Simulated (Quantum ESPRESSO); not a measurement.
Crystal: Al.

```
Al
1.0
     4.54673    0.00000    0.00000
    -2.27337    3.93758    0.00000
     0.00000    0.00000    2.75393
Al
2
Direct
  0.33333 0.66667 0.50000
  0.66667 0.33333 0.50000
```

The cell was built by a generator and needn't be a form met in nature.

- Program: Quantum ESPRESSO 7.5
- Task: Wannier functions
- Functional: LDA
- Potentials or basis: PseudoDojo 0.4.1 SR LDA standard
- Cutoff: 599 eV
- Density cutoff: 2395 eV
- k mesh: 6 × 6 × 8
- Occupations: fermi-dirac, width 0.05 eV
- Spin: no spin polarisation
- Iterations: 0
- Form of the LDA correlation: PW92
- Mixing beta: 0.5
- Most SCF iterations: 120
- SCF threshold: 4e-10 Ry
- k mesh for the Wannier functions: 4 × 4 × 6
- Projections: Al sp

Start: atomic projections with disentanglement, frozen window up to 1.0 eV over the reference level; no minimisation of the spread. The reference level is the Fermi level, or the middle of the gap.

Task: With atomic projections with disentanglement, how many functions result, how localised are they, and how well do they interpolate the bands?

Result: 8 functions with spreads from 1.87 to 2.38 Å², 18.0 Å² in all; they miss the direct bands by 59 meV (root mean square).

Wannier functions:
```csv
function,nearest atom,distance (Å),spread (Å²),on-site energy from the reference level (eV)
1,1 Al,0.00,1.87,-1.19
2,1 Al,0.00,2.37,3.91
3,1 Al,0.23,2.38,3.49
4,1 Al,0.24,2.38,3.49
5,2 Al,0.00,1.87,-1.19
6,2 Al,0.00,2.37,3.91
7,2 Al,0.23,2.38,3.49
8,2 Al,0.24,2.38,3.49
```

Parts of the spread (Å²): invariant 11.65, diagonal 0.035, off-diagonal 6.31, total 17.99. Against the direct bands the interpolation misses by 59 meV (root mean square) and 209 meV at most, for states up to 1 eV over the reference level.
